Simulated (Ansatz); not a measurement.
**Sb: stress in a strained cell**

Aim: deform Sb (x and y strained by +1 %, z held) and compute stress, forces and field gradients with LAPW, PAW and all-electron datasets made for the crystal.

Method: DFT PBE, scalar-relativistic, in Ansatz 0.2.0.

**1. The structure to begin with**

The structure is cubic, space group Fm-3m (No. 225). Conventional cell: a = 4.610 Å, b = 4.610 Å, c = 4.610 Å, α = 90.00°, β = 90.00°, γ = 90.00°. Around Sb (site symmetry m-3m) lie 12 Sb at 3.26 Å.

Structure file:

```cif
data_structure
_symmetry_space_group_name_H-M 'P 1'
_symmetry_Int_Tables_number 1
_cell_length_a 3.2598
_cell_length_b 3.2598
_cell_length_c 3.2598
_cell_angle_alpha 60.000
_cell_angle_beta 60.000
_cell_angle_gamma 60.000
_cell_volume 24.49
loop_
_atom_site_label
_atom_site_type_symbol
_atom_site_fract_x
_atom_site_fract_y
_atom_site_fract_z
_atom_site_occupancy
Sb1 Sb 0.00000 0.00000 0.00000 1
```

**2. The deformed structure**

Space group Fm-3m before, I4/mmm after.

**3. All-electron LAPW**

The input, input.yaml:

```yaml
crystal:
  lattice:
    - [0.0, 2.32805, 2.305]
    - [2.32805, 0.0, 2.305]
    - [2.32805, 2.32805, 0.0]
  atoms:
    - { symbol: Sb, position: [0.0, 0.0, 0.0] }
kpoints:
  mp_grid: { grid: [12, 12, 12] }
scf:
  occupations: { method: fermi_dirac, width: 0.05 }
hamiltonian:
  xc: pbe
  pseudopotentials: { kind: all_electron, lapw: { basis_error: 0.001 } }
output:
  forces: true
  stress: true
  eigenvalues: true
```

Command:

```console
$ ansatz run input.yaml --threads 1 --pin off --max-ram 2048MiB --backend cpu --events-out ev --progress --plain --runs-dir out
```

**4. PAW on the default files**

Changes to input.yaml since step 3:

```diff
@@ -13,3 +13,3 @@
   xc: pbe
-  pseudopotentials: { kind: all_electron, lapw: { basis_error: 0.001 } }
+  pseudopotentials: { kind: paw }
 output:
@@ -18 +18,6 @@
   eigenvalues: true
+  efg: { contact_densities: true }
+  write_density: true
+  write_potential: true
+  elf: true
+  volumetric_format: npy
```

**5. Datasets made for this crystal**

Changes to input.yaml since step 4:

```diff
@@ -13,3 +13,3 @@
   xc: pbe
-  pseudopotentials: { kind: paw }
+  pseudopotentials: { kind: all_electron, datasets: crystal }
 output:
@@ -19,5 +19 @@
   efg: { contact_densities: true }
-  write_density: true
-  write_potential: true
-  elf: true
-  volumetric_format: npy
```

(Steps that only read results are left out.)

Q: Predict the outcome of this session. Wanted: pressure; largest shear or deviatoric stress.

**Answer**, as computed:

| quantity | value |
| --- | --- |
| pressure | LAPW 6.98, PAW 6.98, crystal datasets 6.98 GPa |
| largest shear or deviatoric stress (LAPW) | 0.15 GPa |

**Reading.** The largest part of the stress beyond the pressure is 0.15 GPa in size, in the zz component. No run of the undeformed cell stands beside it, so pressure and stress hold what the given cell had before the change, as far as its symmetry allows. PAW: stress within 0.01 GPa of LAPW. Crystal datasets: stress within 0.01 GPa of LAPW. Spin-orbit coupling is left out, though the cell holds Sb; in elements this heavy it can shift bands and gaps by tenths of an eV.
